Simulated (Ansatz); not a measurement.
NaI built on the NiAs prototype, relaxed with r2SCAN in Ansatz: the symmetry is P6_3/mmc (No. 194, hexagonal); conventional cell a = 4.505 Å, c = 7.676 Å, 33.72 Å³ an atom. Na is surrounded by 6 I at 3.23 Å; I is surrounded by 6 Na at 3.23 Å. The primitive cell holds 4 atoms in 134.89 Å³. All values are calculated for a non-magnetic cell, which may be hypothetical.

Computed values: PBE gives a gap of 3.57 eV and PBE0 (25 % exact exchange) 5.27 eV; one over PBE's mean ε∞ is 0.295. HSE06 (6×6×2) gives a least gap of 4.60 eV, direct.

Problem. What is the density?

Solution. The cell holds 2 Na, 2 I: M = 2×22.990 + 2×126.904 = 299.79 u in V = 134.89 Å³. ρ = 1.66054 × M/V = 1.66054 × 299.79/134.89 = 3.691 g/cm³, for the static r2SCAN lattice.

Problem. Taking the gap as linear in the share of unscreened exchange, estimate the gap of the hybrid whose share is 1/ε∞.

Solution. The slope is (5.27 − 3.57)/0.25 = 6.80 eV per unit share, so E_g ≈ 3.57 + 6.80 × 0.295 = 5.58 eV. The run with that share gives 5.58 eV (6×6×2 mesh), 0.00 eV from the straight line.

Problem. At what wavelength does absorption set in by HSE06, excitons left aside?

Solution. λ = 1239.84 eV nm/E: 270 nm for the least gap. That lies in the ultraviolet, so by this gap the crystal is transparent to visible light.

Spin-orbit coupling is left out, which matters wherever the heavy atoms make up the band edges.

The meshes of the hybrids are coarse, so their gaps aren't converged to the digits shown.
